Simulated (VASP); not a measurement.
A run of VASP 6.6.1 is set up as follows.

INCAR

```
  ALGO = Normal
  EDIFF = 1E-6
  EDIFFG = -0.01
  ENCUT = 400
  GGA = PS
  IBRION = 2
  ISIF = 2
  ISMEAR = -1
  ISPIN = 2
  LASPH = True
  LCHARG = False
  LMAXMIX = 4
  LORBIT = 11
  LREAL = False
  LWAVE = False
  MAGMOM = 2 2 2 2 2 2 2 2 2 2
  NELM = 100
  NSW = 60
  PREC = Accurate
  SIGMA = 0.05
```

The input KPOINTS:

```
k-points
0
Gamma
  8 5 1
```

File POSCAR:

```
Co
1.0
    2.5070000000      0.0000000000      0.0000000000
    0.0000000000      4.0690000000      0.0000000000
    0.0000000000      0.0000000000     21.4082113116
Co
10
Direct
    0.0000000000      0.0000000000      0.2802662919
    0.5000000000      0.5000000000      0.3140714777
    0.5000000000      0.0000000000      0.3816818495
    0.0000000000      0.5000000000      0.4154870353
    0.0000000000      0.0000000000      0.4830974071
    0.5000000000      0.5000000000      0.5169025929
    0.5000000000      0.0000000000      0.5845129647
    0.0000000000      0.5000000000      0.6183181505
    0.0000000000      0.0000000000      0.6859285223
    0.5000000000      0.5000000000      0.7197337081
```

Potentials or basis: VASP PAW PBE potentials, release 64 (Co).

Command:

```console
$ cat potpaw_PBE.64/Co/POTCAR > POTCAR
$ mpirun -np 1 vasp_std > vasp.out
```

**Question.** Predict the band gap on the k mesh.

**Answer.** None (metal or under the smearing width).

**Question.** What does it give for the energy gained by relaxing?

**Answer.** 31.5 meV/atom.

The path:
| step | energy change (eV) | largest force (eV/Å) | pressure (GPa) |
| --- | --- | --- | --- |
| 1 | 0.0000 | 1.0741 | -8.79 |
| 2 | -0.1023 | 0.7801 | -8.18 |
| 3 | -0.1711 | 0.6233 | -6.95 |
| 4 | -0.2171 | 0.4697 | -6.54 |
| 5 | -0.2722 | 0.4511 | -5.36 |
| 6 | -0.3089 | 0.1335 | -4.84 |
| 7 | -0.3129 | 0.0880 | -4.58 |
| 8 | -0.3145 | 0.0358 | -4.43 |
| 9 | -0.3145 | 0.0492 | -4.38 |
| 10 | -0.3150 | 0.0100 | -4.35 |

Caveat: the PAW data sets were made with another functional, which shifts forces and pressure a little.
